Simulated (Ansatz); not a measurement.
# SnO2 (P4_2/mnm): the host for defect calculations, part 2 of 2

Before any defect goes in: SnO2 (P4_2/mnm) at rest, and how it screens a charge.

Ansatz 0.2.0; plane-wave PAW DFT, PBEsol; relaxation of the host's cell and atoms; PAW set soft_1 (the session's first sound run).

So far. Step 3 (Dielectric tensors of the host): The principal values of the electronic dielectric tensor are 4.60, 4.60 and 4.91. The principal values of the static dielectric tensor are 10.42, 13.48 and 13.48.

### Step 4. Defect free supercell relaxed in its symmetry

This cell, the one that will hold the defects, is built from the relaxed host. Its coarser k-points can move the atoms a little, so it is relaxed from the symmetric sites, as the reference for the test of stability.

This step: plane-wave PAW DFT, PBEsol; relaxation of the defect-free supercell in its symmetry; PAW set soft_1 (Ansatz 0.2.0).

System of this step: SnO2 (P4_2/mnm). The cell holds 96 atoms: 32 Sn and 64 O. Cell: a = 11.498 Å, b = 11.498 Å, c = 13.485 Å, α = 54.1°, β = 54.1°, γ = 71.8°.

Input file pristine.symmetric/input.yaml:

```yaml
crystal:
  lattice:
    - [0.0, 9.5356236445, 6.4238053132]
    - [9.5356236445, 0.0, 6.4238053132]
    - [9.5356236445, 9.5356236445, 0.0]
  atoms:
    - { symbol: Sn, position: [0.125, 0.125, 0.125] }
    - { symbol: Sn, position: [0.375, 0.375, 0.375] }
    - { symbol: Sn, position: [0.0, 0.0, 0.0] }
    - { symbol: Sn, position: [0.25, 0.25, 0.25] }
    - { symbol: O, position: [0.0281360785, 0.2218639215, 0.375] }
    - { symbol: O, position: [0.2781360785, 0.4718639215, 0.125] }
    - { symbol: O, position: [0.2218639215, 0.0281360785, 0.375] }
    - { symbol: O, position: [0.4718639215, 0.2781360785, 0.125] }
    - { symbol: O, position: [0.0, 0.0, 0.1531360785] }
    - { symbol: O, position: [0.25, 0.25, 0.4031360785] }
    - { symbol: O, position: [0.0, 0.0, 0.3468639215] }
    - { symbol: O, position: [0.25, 0.25, 0.0968639215] }
    - { symbol: Sn, position: [0.125, 0.125, 0.625] }
    - { symbol: Sn, position: [0.375, 0.375, 0.875] }
    - { symbol: Sn, position: [0.0, 0.0, 0.5] }
    - { symbol: Sn, position: [0.25, 0.25, 0.75] }
    - { symbol: O, position: [0.0281360785, 0.2218639215, 0.875] }
    - { symbol: O, position: [0.2781360785, 0.4718639215, 0.625] }
    - { symbol: O, position: [0.2218639215, 0.0281360785, 0.875] }
    - { symbol: O, position: [0.4718639215, 0.2781360785, 0.625] }
    - { symbol: O, position: [0.0, 0.0, 0.6531360785] }
    - { symbol: O, position: [0.25, 0.25, 0.9031360785] }
    - { symbol: O, position: [0.0, 0.0, 0.8468639215] }
    - { symbol: O, position: [0.25, 0.25, 0.5968639215] }
    - { symbol: Sn, position: [0.125, 0.625, 0.125] }
    - { symbol: Sn, position: [0.375, 0.875, 0.375] }
    - { symbol: Sn, position: [0.0, 0.5, 0.0] }
    - { symbol: Sn, position: [0.25, 0.75, 0.25] }
    - { symbol: O, position: [0.0281360785, 0.7218639215, 0.375] }
    - { symbol: O, position: [0.2781360785, 0.9718639215, 0.125] }
[... 60 atom lines left out ...]
    - { symbol: O, position: [0.7218639215, 0.5281360785, 0.875] }
    - { symbol: O, position: [0.9718639215, 0.7781360785, 0.625] }
    - { symbol: O, position: [0.5, 0.5, 0.6531360785] }
    - { symbol: O, position: [0.75, 0.75, 0.9031360785] }
    - { symbol: O, position: [0.5, 0.5, 0.8468639215] }
    - { symbol: O, position: [0.75, 0.75, 0.5968639215] }
basis:
  ecutwfc: 420
  xc_grid: 2
hamiltonian:
  xc: pbesol
  pseudopotentials: { kind: paw, azcp: { folder: soft_1 }, xc_functional: pbe }
kpoints:
  mp_grid: { grid: [1, 1, 1] }
scf:
  occupations: { method: fermi_dirac, width: 0.01 }
  max_iter: 100
  lower_state_search: "off"
output:
  forces: true
relax:
  f_tol: 0.015
  max_steps: 60
  escape_saddle: false
checkpoint:
  write: "../pristine.symmetric.run"
  compress: false
  write_wavefunctions: false
  write_every: 100000
```

Command:

```sh
> ansatz run input.yaml --threads 32 --pin off --max-ram 84787MiB --backend cuda --events-out ev --progress --plain --runs-dir out --max-vram 78GiB
```

Numbers of over 12 decimals in the logs are rounded to 6 here.

Log:

```text
[...]
device memory: the entry about to start is reckoned to put 3.9 GiB on a device that reports 178.2 GiB free (of which the cap on the GPU budget leaves the run 78.0 GiB)
GPU FFT provider: cuFFT
GPU libraries: cuBLAS 13.8.1, cuFFT 12.4.0, cuSOLVER 12.3.2
GPU matrix products: emulated (plane waves: as basis.precision tells), large ones in fixed point in workspaces of 1.00 GiB
Crystal: 96 atoms, lattice volume = 1168.209 Å³
Basis set: ecut = 420 eV, 22821 PW (Γ), exchange–correlation on 160×160×192 points (8 copies of the dense FFT grid, shifted against one another)
Bands: 512, of which v1, the nominal top of the filled ones, is band 416 counted from 1 (415 counted from 0)
Symmetry: 256 space group operations
[...]
k-points: 1
[...]
GPU buffer pool allocated for 614400 grid points (all kernels)
GPU transforms: local potential and band sums: pruned to the plane-wave sphere, on 80×80×90
[...]
SCF iter   1: F=—  HF=-226299.847935 eV  |Δ(HF+E_count)|=         —  Δρ=6.96e-2  dr2=4.20e1  Hψ=1841
[...]
SCF iter   7: F=-226290.637195 eV  HF=-226290.637194 eV  |Δ(HF+E_count)|=   4.12e-6  Δρ=1.07e-5  dr2=1.67e-6  Hψ=1586
SCF 1 converged in 7 iterations: F = -226290.637195 eV  dr2 = 1.67e-6
[...]
relax step   1: F+E_penalty+E_count = -226290.63719468 eV  Δ(F+E_penalty+E_count) = +0.000e0 eV  max|allowed force component| = 4.111e-2 eV/Å  Δτ_max = 0.0000 Å  (7 SCF iters, dr2 threshold 5.63e-6 eV, accepted)
[...]
SCF iter   5: F=-226290.641685 eV  HF=-226290.641685 eV  |Δ(HF+E_count)|=   4.66e-8  Δρ=2.68e-6  dr2=7.99e-8  Hψ=1556
SCF 2 converged in 5 iterations: F = -226290.641685 eV  dr2 = 7.99e-8
relax step   2: F+E_penalty+E_count = -226290.64168478 eV  Δ(F+E_penalty+E_count) = -4.490e-3 eV  max|allowed force component| = 1.207e-2 eV/Å  Δτ_max = 0.0019 Å  (5 SCF iters, accepted)
SCF converged after 5 iterations
Free energy (F): -226290.641685 eV
[...]
Internal energy: -226290.641685 eV  (E = F + TS)
E sigma→0 (E₀):  -226290.641685 eV
Fermi energy:    9.606391 eV
[...]
--- Forces (eV/Å), atoms counted from 1 ---
  atom   1  Sn     0.00000000    -0.00000000    -0.00000000
  atom   2  Sn     0.00000000    -0.00000000    -0.00000000
  atom   3  Sn    -0.00000000     0.00000000    -0.00000000
  atom   4  Sn    -0.00000000    -0.00000000    -0.00000000
  atom   5  O     -0.01207071     0.01207071    -0.00000000
  atom   6  O     -0.01207071     0.01207071    -0.00000000
  [... 90 more lines of this table ...]
  max |Σ_I F_I| component: 6.42e-17 eV/Å
--- Relaxed structure (2 steps of the walk, 2 accepted, 0 SCFs on fresh bases) ---
  F+E_penalty+E_count = -226290.64168478 eV   max|allowed force component| = 1.207e-2 eV/Å
  atoms:
    - { symbol: Sn, position: [0.125000, 0.125000, 0.125000] }
    - { symbol: Sn, position: [0.375000, 0.375000, 0.375000] }
    - { symbol: Sn, position: [0, 0, 0] }
    - { symbol: Sn, position: [0.250000, 0.250000, 0.250000] }
    - { symbol: O, position: [0.028274, 0.221726, 0.375] }
    - { symbol: O, position: [0.278274, 0.471726, 0.125000] }
  [... 90 more lines of this table ...]
```

Wall time 2.2 s (1 × NVIDIA GB200 with 32 threads of Arm Neoverse V2, shared host); peak memory 1.2 GiB; 5.6 s of CPU time.

Hardly anything moved in the relaxation; the energy changed by under 0.2 meV an atom.

### Step 5. Defect free supercell relaxed from displaced atoms

This step: plane-wave PAW DFT, PBEsol; relaxation of the defect-free supercell from random displacements, a test of the host's stability; PAW set soft_1 (Ansatz 0.2.0).

pristine.rattled/input.yaml, as its differences from pristine.symmetric/input.yaml of step 4:

```diff
@@ -59,6 +59,6 @@
   f_tol: 0.015
-  max_steps: 60
-  escape_saddle: false
+  max_steps: 120
+  random_displacement: { amplitude: 0.06, seed: 3068 }
 checkpoint:
-  write: "../pristine.symmetric.run"
+  write: "../pristine.rattled.run"
   compress: false
```

Log:

```text
[...]
Crystal: 96 atoms, lattice volume = 1168.209 Å³
Basis set: ecut = 420 eV, 22821 PW (Γ), exchange–correlation on 160×160×192 points (8 copies of the dense FFT grid, shifted against one another)
Bands: 512, of which v1, the nominal top of the filled ones, is band 416 counted from 1 (415 counted from 0)
Symmetry: 1 space group operations
k-points: 1
[...]
SCF iter   1: F=—  HF=-226297.292695 eV  |Δ(HF+E_count)|=         —  Δρ=7.00e-2  dr2=4.28e1  Hψ=1831
[...]
SCF iter   2: F=—  HF=-226289.800751 eV  |Δ(HF+E_count)|=    7.49e0  Δρ=3.58e-2  dr2=1.10e1  Hψ=1013
[...]
SCF iter   7: F=-226287.874339 eV  HF=-226287.874338 eV  |Δ(HF+E_count)|=   3.69e-6  Δρ=1.11e-5  dr2=1.90e-6  Hψ=1588
SCF 1 converged in 7 iterations: F = -226287.874339 eV  dr2 = 1.90e-6
[...]
relax step   1: F+E_penalty+E_count = -226287.87433859 eV  Δ(F+E_penalty+E_count) = +0.000e0 eV  max|allowed force component| = 2.526e0 eV/Å  Δτ_max = 0.0000 Å  (7 SCF iters, dr2 threshold 5.63e-6 eV, accepted)
[...]
relax step   2: F+E_penalty+E_count = -226290.11871784 eV  Δ(F+E_penalty+E_count) = -2.244e0 eV  max|allowed force component| = 1.103e0 eV/Å  Δτ_max = 0.0957 Å  (7 SCF iters, dr2 threshold 1.00e-4 eV, accepted)
relax step   3: F+E_penalty+E_count = -226290.64149084 eV  Δ(F+E_penalty+E_count) = -5.228e-1 eV  max|allowed force component| = 2.030e-2 eV/Å  Δτ_max = 0.0659 Å  (6 SCF iters, dr2 threshold 7.60e-5 eV, accepted)
relax step   4: F+E_penalty+E_count = -226290.64151499 eV  Δ(F+E_penalty+E_count) = -2.415e-5 eV  max|allowed force component| = 1.927e-2 eV/Å  Δτ_max = 0.0000 Å  (5 SCF iters, accepted)
[...]
SCF iter   1: F=—  HF=-226290.639188 eV  |Δ(HF+E_count)|=         —  Δρ=3.89e-4  dr2=6.53e-4  Hψ=879
[...]
SCF iter   6: F=-226290.642105 eV  HF=-226290.642106 eV  |Δ(HF+E_count)|=   8.89e-8  Δρ=2.80e-6  dr2=7.05e-8  Hψ=1578
SCF 5 converged in 6 iterations: F = -226290.642105 eV  dr2 = 7.05e-8
[...]
relax step   5: F+E_penalty+E_count = -226290.64210548 eV  Δ(F+E_penalty+E_count) = -5.905e-4 eV  max|allowed force component| = 5.894e-4 eV/Å  Δτ_max = 0.0050 Å  (6 SCF iters, accepted)
SCF converged after 6 iterations
Free energy (F): -226290.642105 eV
[...]
Internal energy: -226290.642105 eV  (E = F + TS)
E sigma→0 (E₀):  -226290.642105 eV
Fermi energy:    9.607187 eV
[...]
--- Forces (eV/Å), atoms counted from 1 ---
  atom   1  Sn     0.00020063     0.00023683     0.00012950
  atom   2  Sn    -0.00005457    -0.00002642    -0.00003291
  atom   3  Sn     0.00008890     0.00016405    -0.00005438
  atom   4  Sn    -0.00014748    -0.00006145    -0.00021626
  atom   5  O      0.00007696    -0.00024533     0.00001362
  atom   6  O     -0.00014508    -0.00041169     0.00018346
  [... 90 more lines of this table ...]
  max |Σ_I F_I| component: 4.08e-5 eV/Å
--- Relaxed structure (5 steps of the walk, 5 accepted, 0 SCFs on fresh bases) ---
  F+E_penalty+E_count = -226290.64210548 eV   max|allowed force component| = 5.894e-4 eV/Å
  atoms:
    - { symbol: Sn, position: [0.124753, 0.124526, 0.124884] }
    - { symbol: Sn, position: [0.374759, 0.374529, 0.374886] }
    - { symbol: Sn, position: [-0.000241, -0.000481, -0.000113] }
    - { symbol: Sn, position: [0.249764, 0.249526, 0.249884] }
    - { symbol: O, position: [0.028097, 0.221195, 0.374892] }
    - { symbol: O, position: [0.278096, 0.471190, 0.124904] }
  [... 90 more lines of this table ...]
```

Run time: 4.3 s. Hardware: 1 × NVIDIA GB200 with 32 threads; peak memory 1.2 GiB; 12 s of CPU time.

The steps of the relaxation:

```csv
step,energy less that of the first step (eV),largest force component (eV/Å)
1,0.0000,2.5259
2,-2.2444,1.1026
3,-2.7672,0.0203
4,-2.7672,0.0193
5,-2.7678,0.0006
```

The relaxation ends 29 meV an atom lower than the displaced start, with a largest force component of 5.9e-4 eV/Å.

### Step 6. Host on a dense mesh

This step: plane-wave PAW DFT, PBEsol; single point of the defect-free host, a test of the k-point sampling; PAW set soft_1 (Ansatz 0.2.0).

System of this step: SnO2 (P4_2/mnm). It takes space group P4_2/mnm (No. 136, tetragonal). Conventional cell: a = 4.768 Å, b = 4.768 Å, c = 3.212 Å, α = 90.00°, β = 90.00°, γ = 90.00°. Nearest to Sn lie 6 O at 2.07 Å. Nearest to O lie 3 Sn at 2.07 Å. Farther neighbours and most contacts between anions are not listed.

Input file dense/input.yaml:

```yaml
crystal:
  lattice:
    - [4.7678118222, 0.0, 0.0]
    - [0.0, 4.7678118222, 0.0]
    - [0.0, 0.0, 3.2119026566]
  atoms:
    - { symbol: Sn, position: [0.5, 0.5, 0.5] }
    - { symbol: Sn, position: [0.0, 0.0, 0.0] }
    - { symbol: O, position: [0.193727843, 0.806272157, 0.5] }
    - { symbol: O, position: [0.806272157, 0.193727843, 0.5] }
    - { symbol: O, position: [0.306272157, 0.306272157, 0.0] }
    - { symbol: O, position: [0.693727843, 0.693727843, 0.0] }
basis:
  ecutwfc: 420
  xc_grid: 2
hamiltonian:
  xc: pbesol
  pseudopotentials: { kind: paw, azcp: { folder: soft_1 }, xc_functional: pbe }
kpoints:
  mp_grid: { grid: [6, 6, 9] }
scf:
  occupations: { method: fermi_dirac, width: 0.01 }
  max_iter: 100
  lower_state_search: "off"
checkpoint:
  write: "../dense.run"
  compress: false
  write_wavefunctions: false
  write_every: 100000
```

Log:

```text
[...]
GPU FFT provider: cuFFT
GPU libraries: cuBLAS 13.8.1, cuFFT 12.4.0, cuSOLVER 12.3.2
[...]
Crystal: 6 atoms, lattice volume = 73.013 Å³
Basis set: ecut = 420 eV, 1435 PW (Γ), exchange–correlation on 64×64×48 points (8 copies of the dense FFT grid, shifted against one another)
Bands: 32, of which v1, the nominal top of the filled ones, is band 26 counted from 1 (25 counted from 0)
Symmetry: 16 space group operations
[...]
k-points: 50 of 324
[...]
GPU buffer pool allocated for 24576 grid points (all kernels)
[...]
SCF iter   1: F=—  HF=-14143.798690 eV  |Δ(HF+E_count)|=         —  Δρ=6.91e-2  dr2=2.56e0  Hψ=7090
[...]
SCF iter   7: F=-14143.237447 eV  HF=-14143.237447 eV  |Δ(HF+E_count)|=   1.52e-7  Δρ=6.85e-6  dr2=2.84e-8  Hψ=3964
SCF 1 converged in 7 iterations: F = -14143.237447 eV  dr2 = 2.84e-8
[...]
SCF converged after 7 iterations
Free energy (F): -14143.237447 eV
[...]
Internal energy: -14143.237447 eV  (E = F + TS)
E sigma→0 (E₀):  -14143.237447 eV
Fermi energy:    9.593027 eV
[...]
```

It took 0.95 s on 1 × NVIDIA GB200 with 32 threads; peak memory 1 GiB.

### Step 7. Defect free supercell at the zone centre

The supercell is run at the zone centre, to see how far that sampling misses the dense mesh.

System of this step: SnO2 (P4_2/mnm). The cell holds 96 atoms: 32 Sn and 64 O. Cell: a = 11.498 Å, b = 11.498 Å, c = 13.485 Å, α = 54.1°, β = 54.1°, γ = 71.8°.

pristine.sampling_gamma/input.yaml, as its differences from pristine.rattled/input.yaml of step 5:

```diff
@@ -55,10 +55,4 @@
   lower_state_search: "off"
-output:
-  forces: true
-relax:
-  f_tol: 0.015
-  max_steps: 120
-  random_displacement: { amplitude: 0.06, seed: 3068 }
 checkpoint:
-  write: "../pristine.rattled.run"
+  write: "../pristine.sampling_gamma.run"
   compress: false
```

Log:

```text
[...]
GPU FFT provider: cuFFT
GPU libraries: cuBLAS 13.8.1, cuFFT 12.4.0, cuSOLVER 12.3.2
[...]
Crystal: 96 atoms, lattice volume = 1168.209 Å³
Basis set: ecut = 420 eV, 22821 PW (Γ), exchange–correlation on 160×160×192 points (8 copies of the dense FFT grid, shifted against one another)
Bands: 512, of which v1, the nominal top of the filled ones, is band 416 counted from 1 (415 counted from 0)
Symmetry: 256 space group operations
[...]
k-points: 1
[...]
GPU buffer pool allocated for 614400 grid points (all kernels)
[...]
SCF iter   1: F=—  HF=-226299.847919 eV  |Δ(HF+E_count)|=         —  Δρ=6.96e-2  dr2=4.20e1  Hψ=1841
[...]
SCF iter   8: F=-226290.637195 eV  HF=-226290.637195 eV  |Δ(HF+E_count)|=   8.86e-7  Δρ=2.07e-6  dr2=4.16e-8  Hψ=1195
SCF 1 converged in 8 iterations: F = -226290.637195 eV  dr2 = 4.16e-8
[...]
SCF converged after 8 iterations
Free energy (F): -226290.637195 eV
[...]
Internal energy: -226290.637195 eV  (E = F + TS)
E sigma→0 (E₀):  -226290.637195 eV
Fermi energy:    9.604492 eV
[...]
```

It took 1.5 s on 1 × NVIDIA GB200 with 32 threads; peak memory 1.2 GiB; 3.1 s of CPU time.

### Step 8. Defect free supercell at the quarter point

The supercell is run at one point off the zone centre, to see how far that sampling misses the dense mesh.

pristine.sampling_quarter/input.yaml, as its differences from pristine.sampling_gamma/input.yaml of step 7:

```diff
@@ -50,3 +50,3 @@
 kpoints:
-  mp_grid: { grid: [1, 1, 1] }
+  mp_grid: { grid: [1, 1, 1], shift: [0.25, 0.25, 0.25] }
 scf:
@@ -56,3 +56,3 @@
 checkpoint:
-  write: "../pristine.sampling_gamma.run"
+  write: "../pristine.sampling_quarter.run"
   compress: false
```

Log:

```text
[...]
GPU FFT provider: cuFFT
GPU libraries: cuBLAS 13.8.1, cuFFT 12.4.0, cuSOLVER 12.3.2
[...]
Crystal: 96 atoms, lattice volume = 1168.209 Å³
Basis set: ecut = 420 eV, 22821 PW (Γ), exchange–correlation on 160×160×192 points (8 copies of the dense FFT grid, shifted against one another)
Bands: 512, of which v1, the nominal top of the filled ones, is band 416 counted from 1 (415 counted from 0)
Symmetry: 64 space group operations
k-points: 1
[...]
GPU buffer pool allocated for 614400 grid points (all kernels)
[...]
SCF iter   1: F=—  HF=-226300.407573 eV  |Δ(HF+E_count)|=         —  Δρ=6.93e-2  dr2=4.13e1  Hψ=1848
[...]
SCF iter   8: F=-226291.351340 eV  HF=-226291.351340 eV  |Δ(HF+E_count)|=   2.63e-8  Δρ=2.05e-6  dr2=4.11e-8  Hψ=1313
SCF 1 converged in 8 iterations: F = -226291.351340 eV  dr2 = 4.11e-8
[...]
SCF converged after 8 iterations
Free energy (F): -226291.351340 eV
[...]
Internal energy: -226291.351340 eV  (E = F + TS)
E sigma→0 (E₀):  -226291.351340 eV
Fermi energy:    9.817058 eV
[...]
```

Run time: 1.4 s. Hardware: 1 × NVIDIA GB200 with 32 threads; peak memory 1.4 GiB.

### Step 9. Results

```json
{"primitive cell vectors, lengths": "4.768, 4.768, 3.212 Å", "electronic dielectric constant": "principal values (4.60, 4.60, 4.91)", "static dielectric constant": "principal values (10.42, 13.48, 13.48)", "gap on the k-mesh of the response run (PBEsol)": "0.92 eV", "supercell relaxed in its symmetry less the displaced and relaxed one": "0.000 eV", "energy an atom at the zone centre alone less that on the dense mesh": "0.012 eV", "energy an atom at one point at (¼, ¼, ¼) less that on the dense mesh": "0.005 eV"}
```

Step 5: The energy fell by 2.768 eV from the randomly displaced start; the atoms end within 0.005 Å of the sites as typed, once the mean shift is taken out. The displaced cell ends within 0.01 eV of the symmetric one relaxed in its symmetry, so no lower structure shows in this supercell. The k-mesh can miss the band edges, so this gap is an upper bound at this level. All at zero temperature.

[Logs are printed without paths, hosts, clocks, repeated set-up lines and the standing remarks that a program may print on its own settings, such as how far it seeks lower states.]

[Hosts, paths, dates, database ids (printed as entryN), source tags and the programs' standing remarks are cut or masked in the printed files.]

[Runs of the host that timed out are not shown.]

[For some hosts the program warned that the k-mesh of the response run may be too coarse for force constants and the static dielectric constant; such warnings are not always shown.]

[The program warned that the k-mesh of a response run behind this text may be too coarse: force constants, and the static dielectric constant and all else formed from them, are not shown converged.]
